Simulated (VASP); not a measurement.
## CsH: equation of state with r2SCAN

The system is CsH.

```xyz
2
Lattice="0.0000 3.1961 3.1961 3.1961 0.0000 3.1961 3.1961 3.1961 0.0000" Properties=species:S:1:pos:R:3 pbc="T T T"
Cs    0.0000    0.0000    0.0000
H     3.1961    3.1961    3.1961
```

```yaml
Program: VASP 6.6.1
Task: equation of state
Functional: r2SCAN
Potentials_or_basis: VASP PAW PBE potentials, release 64 (Cs_sv, H)
Cutoff: 520 eV
k_mesh: 6 × 6 × 6
Occupations: gaussian, width 0.02 eV
Spin: no spin polarisation
Ladder: gaps
Further_INCAR_settings: ALGO = Normal; EDIFF = 1e-06
```

```yaml
Equilibrium_volume: 32.65 Å³/atom
Bulk_modulus: 9.7 GPa
Pressure_derivative_of_the_bulk_modulus: "3.8 (rough: it moves with the points fitted)"
```

Energy against volume, from the lowest point:
```
volume (Å³/atom)  energy (meV/atom)
          31.341               1.70
          31.994               0.41
          32.647               0.00
          33.300               0.39
          33.953               1.49
```

All runs of the series together: 4.6 min on 1 thread of Intel(R) Xeon(R) Platinum 8259CL CPU @ 2.50GHz (Skylake/Cascade Lake), on a shared host.

Caveat: the PAW data sets were made with another functional, which shifts forces and pressure a little. Spin-orbit coupling is left out, which matters for the levels of Cs.
